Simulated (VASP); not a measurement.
# ZnO (P6_3mc): a series in biaxial strain in the (0001) plane

How do the elastic response and the band edges of ZnO follow biaxial strain in the (0001) plane?

Calculated with VASP 6.6.1; LDA; plane waves and PAW (Zn, O), in the first sound run; inputs show where later runs differ.

This is a report of a sequence of runs, with most program output left out.

### 1. The structure

It takes space group P6_3mc (No. 186, hexagonal). The conventional cell has a = 3.250 Å, b = 3.250 Å, c = 5.207 Å, α = 90.00°, β = 90.00°, γ = 120.00°. Nearest to Zn lie 4 O at 1.97 to 1.99 Å. O has 4 Zn at 1.97 to 1.99 Å nearest. Farther neighbours and most contacts between anions are not listed.

Coordinates:

```xyz
4
Lattice="3.2500 0.0000 0.0000 -1.6250 2.8146 0.0000 0.0000 0.0000 5.2070" Properties=species:S:1:pos:R:3 pbc="T T T"
Zn    0.0000    1.8764    0.0000
Zn    1.6250    0.9382    2.6035
O     0.0000    1.8764    1.9891
O     1.6250    0.9382    4.5926
```

### 2. Relax the crystal, LDA

The series starts from the cell that this level prefers, so that zero strain is near zero stress.

This step took 2 runs in a row; the last is shown.

Level: LDA; plane waves and PAW (Zn, O).

INCAR reads:

```
SYSTEM = ZnO
PREC = Accurate
ENCUT = 600
EDIFF = 1E-07
NELM = 120
ISMEAR = 0
SIGMA = 0.02
LREAL = .FALSE.
ALGO = Normal
GGA = CA
NBANDS = 24
LASPH = .TRUE.
LORBIT = 11
LWAVE = .FALSE.
LCHARG = .FALSE.
KPAR = 16
IBRION = 2
NSW = 40
ISIF = 3
EDIFFG = -0.005
POTIM = 0.4
```

POSCAR reads:

```
ZnO
1.0
    3.1937689529      0.0000000000      0.0000000000
   -1.5968844764      2.7658850467      0.0000000000
    0.0000000000      0.0000000000      5.1629500722
Zn O
2 2
Direct
    0.3333333333      0.6666666667      0.0017855574
    0.6666666667      0.3333333333      0.5017855574
    0.3333333333      0.6666666667      0.3802144426
    0.6666666667      0.3333333333      0.8802144426
```

KPOINTS reads:

```
Automatic mesh
0
Gamma
11 11 6
0 0 0
```

PAW data sets: Zn and O (LDA family, release 64).

Command:

```console
$ mpirun -np 16 vasp_std
```

Elapsed: 6.4 s, on 16 MPI ranks of Intel Xeon 6975P-C (Granite Rapids), shared host; peak memory 3.4 GiB; 63 s of CPU time.

Numbers from this step:

```
energy(sigma→0) of the program : -21.1634 eV
stress, compression positive   : xx, yy, zz 0.05, 0.05, 0.07 GPa
volume                         : 45.607 Å³
ionic steps                    : 1
```

### 3. Strain along the normal, LDA

One member in full: the plane is strained by 1 %, and the strain along the normal is moved by secant steps until the normal stress is under 0.012 GPa or five steps are spent; the atoms relax at each step.

This step took 4 runs, each at a new trial strain with the atoms of the one before; the last is shown.

Level: LDA; plane waves and PAW (Zn, O).

Changes to INCAR since step 2:

```diff
@@ -15,7 +15,7 @@
 LCHARG = .FALSE.
-KPAR = 16
-IBRION = 2
-NSW = 40
-ISIF = 3
-EDIFFG = -0.005
-POTIM = 0.4
+KPAR = 4
+IBRION = 1
+NSW = 25
+ISIF = 2
+EDIFFG = -0.004
+POTIM = 0.3
```

POSCAR reads:

```
ZnO
1.0
    3.2257066420      0.0000000000      0.0000000000
   -1.6128533210      2.7935438970      0.0000000000
    0.0000000000      0.0000000000      5.1097591650
Zn O
2 2
Direct
    0.3333333333      0.6666666667      0.9990552682
    0.6666666667      0.3333333333      0.4990552682
    0.3333333333      0.6666666667      0.3829447318
    0.6666666667      0.3333333333      0.8829447318
```

KPOINTS is that of step 2.

Command:

```console
$ mpirun -np 4 vasp_std
```

Elapsed: 18 s, on 4 MPI ranks; peak memory 0.8 GiB; 47 s of CPU time.

Numbers from this step:

* energy(sigma→0) of the program: -21.1579 eV
* stress, compression positive: xx, yy, zz -2.26, -2.26, -0.01 GPa
* ionic steps: 1

### 4. Band edges, TB-mBJ with spin-orbit coupling

Short lines in KPOINTS_OPT sample the zone centre along and across the normal of the plane, for masses, and the other valleys.

Level: TB-mBJ, spin-orbit coupling; plane waves and PAW (Zn, O).

TB-mBJ has no energy functional, so the total energy, stress and pressure in this output mean nothing.

INCAR reads:

```
SYSTEM = ZnO
PREC = Accurate
ENCUT = 600
EDIFF = 1E-06
NELM = 150
ISMEAR = 0
SIGMA = 0.02
LREAL = .FALSE.
ALGO = Normal
METAGGA = MBJ
LASPH = .TRUE.
LNONCOLLINEAR = .TRUE.
MAGMOM = 0 0 0 0 0 0 0 0 0 0 0 0
NBANDS = 46
GGA_COMPAT = .FALSE.
LSORBIT = .TRUE.
LWAVE = .FALSE.
LCHARG = .FALSE.
KPAR = 4
```

POSCAR is that of step 3.

KPOINTS reads:

```
Automatic mesh
0
Gamma
9 9 5
0 0 0
```

KPOINTS_OPT reads:

```
Line mode
6
Line-mode
Reciprocal
  0.00000000   0.00000000   0.00000000
  0.00000000   0.00000000   0.04066217

  0.00000000   0.00000000   0.00000000
 -0.02566936   0.01283468   0.00000000

  0.50000000   0.00000000   0.00000000
  0.50000000   0.00000000   0.50000000

  0.33333333   0.33333333   0.00000000
  0.33333333   0.33333333   0.50000000
```

Command:

```console
$ mpirun -np 4 vasp_ncl
```

Wall time 8.6 min (4 MPI ranks); peak memory 2.4 GiB.

### 5. Band edges, r2SCAN

Level: r2SCAN; plane waves and PAW (Zn, O).

INCAR reads:

```
SYSTEM = ZnO
PREC = Accurate
ENCUT = 600
EDIFF = 1E-06
NELM = 100
ISMEAR = 0
SIGMA = 0.02
LREAL = .FALSE.
ALGO = Normal
METAGGA = R2SCAN
LASPH = .TRUE.
NBANDS = 23
LWAVE = .FALSE.
LCHARG = .FALSE.
KPAR = 4
```

POSCAR is that of step 4.

KPOINTS is that of step 4.

KPOINTS_OPT is that of step 4.

Command:

```console
$ mpirun -np 4 vasp_std
```

The job ended after 34 s (4 MPI ranks; peak memory 0.88 GiB).

Numbers from this step:

- energy(sigma→0) of the program: -295.2881 eV
- stress, compression positive: xx, yy, zz 3.87, 3.87, 5.74 GPa

The run ends at a pressure of 4.49 GPa, with forces up to 0.019 eV/Å.

### 6. The whole series

Runs beyond LDA use the data sets made with LDA; this shifts their levels slightly, and their total energies have another zero (at TB-mBJ, which has no energy functional, they mean nothing).

The other members went through these steps as far as the tables show, with the same cutoff and, step by step, the same mesh; 51 runs are not shown. The session took 5.9 core hours (wall time by ranks) on a shared machine.

```csv
in-plane strain (%),strain along the normal (%),"in-plane stress, tension positive (GPa)",energy above the unstrained row (meV/atom),"gap on the mesh, LDA (eV)"
-2.000,2.067,-4.735,7.214,0.771
-1.500,1.563,-3.522,4.134,0.779
-1.000,1.059,-2.357,1.938,0.786
-0.500,0.554,-1.138,0.554,0.793
0,0.020,-0.031,0.000,0.800
0.500,-0.497,1.131,0.277,0.805
1.000,-1.030,2.259,1.374,0.810
1.500,-1.563,3.376,3.263,0.814
2.000,-2.111,4.472,5.924,0.817
```

Slopes at zero strain, from cubics through all rows: strain ratio -1.044, stress over strain 230 GPa. For (0001) the ratio is −2C₁₃/C₃₃.

Band edges at TB-mBJ with spin-orbit coupling, counted from the valence-band top at Γ, spin-orbit pairs averaged, with one row partly withheld:

| in-plane strain (%) | gap (eV) | conduction band at Γ (eV) | lowest conduction level on M–L (eV) | second valence level below the top (eV) | third valence level below the top (eV) |
| --- | --- | --- | --- | --- | --- |
| -2.000 | 2.537 | 2.537 | 7.320 | 0.050 | 0.129 |
| -1.500 | 2.546 | 2.546 | 7.332 | 0.051 | 0.130 |
| -1.000 | 2.556 | 2.556 | 7.343 | 0.053 | 0.132 |
| -0.500 | ? | ? | 7.351 | 0.054 | 0.136 |
| 0 | 2.571 | 2.571 | 7.360 | 0.055 | 0.144 |
| 0.500 | 2.578 | 2.578 | 7.366 | 0.056 | 0.151 |
| 1.000 | 2.581 | 2.581 | 7.370 | 0.058 | 0.161 |
| 1.500 | 2.584 | 2.584 | 7.372 | 0.059 | 0.169 |
| 2.000 | 2.586 | 2.586 | 7.373 | 0.060 | 0.181 |

Conduction masses, in electron masses:

```
in-plane strain (%)  conduction mass at Γ, along the strain axis or the normal of the plane  conduction mass at Γ, across the strain axis or in the plane
             -2.000                                                                   0.306                                                         0.342
             -1.500                                                                   0.311                                                         0.342
             -1.000                                                                   0.316                                                         0.338
             -0.500                                                                   0.319                                                         0.334
                  0                                                                   0.325                                                         0.338
              0.500                                                                   0.326                                                         0.331
              1.000                                                                   0.328                                                         0.328
              1.500                                                                   0.336                                                         0.329
              2.000                                                                   0.335                                                         0.327
```

Band edges at r2SCAN, counted from the valence-band top at Γ:

| in-plane strain (%) | gap (eV) | conduction band at Γ (eV) | lowest conduction level on M–L (eV) | second valence level below the top (eV) | third valence level below the top (eV) |
| --- | --- | --- | --- | --- | --- |
| -2.000 | 1.269 | 1.269 | 6.064 | 0.000 | 0.140 |
| -1.500 | 1.276 | 1.277 | 6.079 | 0.000 | 0.127 |
| -1.000 | 1.283 | 1.284 | 6.091 | 0.000 | 0.117 |
| -0.500 | 1.289 | 1.290 | 6.102 | 0.000 | 0.110 |
| 0 | 1.295 | 1.296 | 6.113 | 0.000 | 0.106 |
| 0.500 | 1.301 | 1.301 | 6.122 | 0.000 | 0.103 |
| 1.000 | 1.305 | 1.305 | 6.129 | 0.000 | 0.103 |
| 1.500 | 1.309 | 1.309 | 6.136 | 0.000 | 0.103 |
| 2.000 | 1.312 | 1.312 | 6.142 | 0.000 | 0.107 |

Conduction masses, in electron masses:

```
in-plane strain (%)  conduction mass at Γ, along the strain axis or the normal of the plane  conduction mass at Γ, across the strain axis or in the plane
             -2.000                                                                   0.183                                                         0.203
             -1.500                                                                   0.186                                                         0.202
             -1.000                                                                   0.188                                                         0.199
             -0.500                                                                   0.191                                                         0.198
                  0                                                                   0.195                                                         0.199
              0.500                                                                   0.196                                                         0.196
              1.000                                                                   0.198                                                         0.194
              1.500                                                                   0.201                                                         0.193
              2.000                                                                   0.202                                                         0.190
```

### 7. Working out the slope

The quantity to fit is the conduction level at Γ above the mean of the three top valence levels at TB-mBJ with spin-orbit coupling: 2.596, 2.607, 2.617, 2.638, 2.647, 2.654, 2.660, 2.667 eV in the rows shown.

Fitting a parabola to the 8 known rows (e: strain in %) gives E = − 0.001623 e² + 0.01785 e + 2.638 in eV; the residuals are 5.4e-4 eV r.m.s.

At e = -0.5 this predicts 2.6283 eV.

### 8. Prediction against calculation

The calculation gives 2.6265 eV, so the prediction is 0.0018 eV too high, more than twice the residual of the fit.

### 9. What came out

* ratio of normal to in-plane strain: -1.044
* biaxial modulus: 230 GPa
* gap of the unstrained cell, TB-mBJ with spin-orbit coupling: 2.57 eV
* gap of the unstrained cell, r2SCAN: 1.29 eV
* slope at zero strain of the conduction level at Γ above the mean of the three top valence levels, TB-mBJ with spin-orbit coupling: 18 meV per %
* error of the predicted row: 1.8 meV

**Reading.** As a check, the curvature of the energy gives 232 GPa for the same modulus (energy per volume = M × strain²), 1 % from the slope of the stress. The energy also has a linear term worth 0.19 GPa that the stress column lacks, a mark of the finite basis. At TB-mBJ with spin-orbit coupling the lowest conduction valley is Γ throughout, and the gap runs between 2.54 and 2.59 eV. At r2SCAN the lowest conduction valley is Γ throughout, and the gap runs between 1.27 and 1.31 eV. Hole masses are left out throughout, since the top bands are degenerate or cross in many series; of conduction masses, those of the Γ, L and (for Si and Ge under (001) strain) Δ valleys are kept where they change by under an eighth between rows. A measured gap of unstrained ZnO is 3.4 eV (arxiv:0805.4641, fundamental direct gap at Gamma, experimental literature value, temperature not given); the static gaps here belong to the lattice relaxed at LDA. TB-mBJ is a potential fitted for gaps; it has no energy functional, so its total energies and forces mean nothing, and its bands tend to come out too narrow. r2SCAN opens gaps somewhat over GGA but leaves them below measured values as a rule. Spin-orbit coupling is left out at r2SCAN, so the valence splittings there lack it. Temperature, zero-point motion and excitons are left out.

[Lines on the potential files, build, host, timing and source positions are cut from VASP's logs without a mark.]

[Logs are printed without paths, hosts, clocks, repeated set-up lines and the standing remarks that a program may print on its own settings, such as how far it seeks lower states.]

[Hosts, paths, dates, database ids (printed as entryN), source tags and the programs' standing remarks are cut or masked in the printed files.]

[In band tables of VASP the shares of atoms and orbitals are scaled to a sum of 1 inside the atoms' spheres.]
